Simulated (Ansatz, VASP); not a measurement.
## One calculation of Ca, two programs

```
Ca
1.0
    -2.16259    2.16259    2.16259
     2.16259   -2.16259    2.16259
     2.16259    2.16259   -2.16259
Ca
1
Direct
  0.00000 0.00000 0.00000
```

Alike in both runs: functional PBEsol; k mesh 10 × 10 × 10; occupations fermi-dirac, width 0.05 eV; no spin polarisation.

Ansatz relaxed the structure, and its values are those at the end. VASP's run is a single point on that final structure, the one shown.

```csv
,VASP,Ansatz
version,VASP 6.6.1,Ansatz 0.2.0
potentials or method,"VASP PAW PBE potentials, release 64 (Ca_sv), cutoff 520 eV","all-electron LAPW, scalar-relativistic"
```

```tsv
	VASP	Ansatz	Ansatz less VASP
pressure (GPa)	0.0	0.0	-0.01
```

Ansatz ran all-electron here, so the differences hold the error of VASP's frozen core and of both bases.

Caveats: the PAW data sets were made with another functional, which shifts forces and pressure a little (VASP).
